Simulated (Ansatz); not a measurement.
# Ag: the cost of one run

Method: DFT PBEsol, scalar-relativistic, plane waves, PAW, in Ansatz 0.2.0.

1 further run of the same task is left out (set aside as unsound or not needed).

## (1) The starting structure

It takes space group Fm-3m (No. 225, cubic). Conventional cell: a = 4.054 Å, b = 4.054 Å, c = 4.054 Å, α = 90.00°, β = 90.00°, γ = 90.00°. Around Ag (site symmetry m-3m) lie 12 Ag at 2.87 Å.

Coordinates:

```xyz
1
Lattice="0.0000 2.0272 2.0272 2.0272 0.0000 2.0272 2.0272 2.0272 0.0000" Properties=species:S:1:pos:R:3 pbc="T T T"
Ag    0.0000    0.0000    0.0000
```

It is the result of an earlier relaxation at this level (volume 16.66 Å³/atom; gap on the mesh: none (metal)).

## (2) Electronic structure at the relaxed geometry

File input.yaml:

```yaml
crystal:
  lattice:
    - [0.0, 2.0272056193, 2.0272056193]
    - [2.0272056193, 0.0, 2.0272056193]
    - [2.0272056193, 2.0272056193, 0.0]
  atoms:
    - { symbol: Ag, position: [0.0, 0.0, 0.0] }
basis:
  ecutwfc: 420
kpoints:
  mp_grid: { grid: [18, 18, 18] }
  band_path:
    path:
      - [[0.0, 0.0, 0.0], [0.5, 0.0, 0.5], [0.625, 0.25, 0.625]]
      - [[0.375, 0.375, 0.75], [0.0, 0.0, 0.0], [0.5, 0.5, 0.5], [0.5, 0.25, 0.75], [0.5, 0.0, 0.5]]
    npoints: 14
hamiltonian:
  xc: pbesol
scf:
  occupations: { method: gaussian, width: 0.1 }
  n_extra_bands: 6
output:
  forces: true
  stress: true
  eigenvalues: true
  populations: true
  dos: { projected: true, de: 0.02, nscf_kmesh: { grid: [27, 27, 27] } }
  bader: true
  write_density: true
  write_potential: true
  elf: true
  volumetric_format: npy
```

On the command line:

```sh
$ ansatz run input.yaml --threads 1 --pin off --max-ram 2560MiB --backend cpu --events-out ev --progress --plain --runs-dir out
```

**Question.** How long does this run take on 1 thread of Intel Xeon Platinum 8259CL at 2.50GHz (Skylake/Cascade Lake), shared host, and how much memory does it need?

About 11 s, with a peak of 0.41 GiB.
